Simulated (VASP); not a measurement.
A run of VASP 6.6.1:

Contents of INCAR:

```
PREC     = Accurate       # precision mode
ENCUT    = 520            # plane-wave cutoff, eV
EDIFF    = 1E-7           # SCF threshold, eV
ISMEAR   = 0              # smearing method
SIGMA    = 0.01           # smearing width, eV
LREAL    = F              # projectors in reciprocal space
LASPH    = T              # aspherical terms in the spheres
NELM     = 100            # most SCF steps
ALGO     = Normal         # electronic algorithm
ISIF     = 2              # what is computed and relaxed
LWAVE    = F              # write WAVECAR
LCHARG   = T              # write CHGCAR
GGA      = PS             # functional
LELF     = T              # ELF
LVHAR    = T            
NBANDS   = 26             # bands
```

The input KPOINTS:

```
Automatic mesh
0
Gamma
  6 4 4
```

Contents of POSCAR:

```
AlN
1.0
    3.1100000000      0.0000000000      0.0000000000
    0.0000000000      4.9800000000      0.0000000000
    0.0000000000      0.0000000000      5.3866780115
Al N
4 4
Direct
    0.0000000000      0.0000000000      0.0000000000
    0.5000000000      0.5000000000      0.1666666667
    0.5000000000      0.0000000000      0.5000000000
    0.0000000000      0.5000000000      0.6666666667
    0.0000000000      0.3800000000      0.0000000000
    0.5000000000      0.8800000000      0.1666666667
    0.5000000000      0.3800000000      0.5000000000
    0.0000000000      0.8800000000      0.6666666667
```

Potentials or basis: VASP PAW PBE potentials, release 64 (Al, N).

Run with:

```bash
$ cat potpaw_PBE.64/Al/POTCAR potpaw_PBE.64/N/POTCAR > POTCAR
$ mpirun -np 1 vasp_std > vasp.out
```

Hardware: 1 thread of Intel(R) Xeon(R) 6975P-C (Granite Rapids) (shared host).

How long does it take, and how much memory?

It took 54 s on 1 thread of Intel(R) Xeon(R) 6975P-C (Granite Rapids), with other jobs on the host, peak memory 0.21 GiB. Counts: scf iterations 14, k points 36.
